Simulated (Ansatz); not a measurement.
The computed numbers are results of PBEsol, scalar-relativistic (no spin polarisation) in the plane-wave PAW code Ansatz at 420 eV, 8×8×8 k-mesh, Gaussian smearing of 0.05 eV; PAW files: Ansatz's generated set soft_2.

A compound SrX has these computed properties.

| Quantity | Value |
| --- | --- |
| Space group | Fm-3m (No. 225) |
| Conventional cell | a = 6.608 Å, b = 6.608 Å, c = 6.608 Å, α = 90.00°, β = 90.00°, γ = 90.00° |
| Volume | 36.06 Å³/atom |
| Band gap | 1.57 eV |
| Smallest direct gap | 2.33 eV |
| Formation energy from the elements (0 K, uncorrected) | -1.74 eV/atom |
| Bulk modulus (Birch–Murnaghan) | 36 GPa |
| Pressure derivative B0′ | 4.2 |
| Shear modulus (Hill) | 22 GPa |
| Young's modulus | 54 GPa |
| Poisson's ratio | 0.25 |
| Elastically stable | yes |

Sites: Sr on 4b, X on 4a.

Task: Which element is X?
A. Sb
B. Sn
C. Te
D. I

Result: C. X is Te, so the compound is SrTe.

The compound is reported in the structure type of the start.

Kohn–Sham gaps of semilocal functionals lie under measured ones, often by a third or more. For elements this heavy, spin–orbit coupling would shift levels and gaps; it isn't included here.
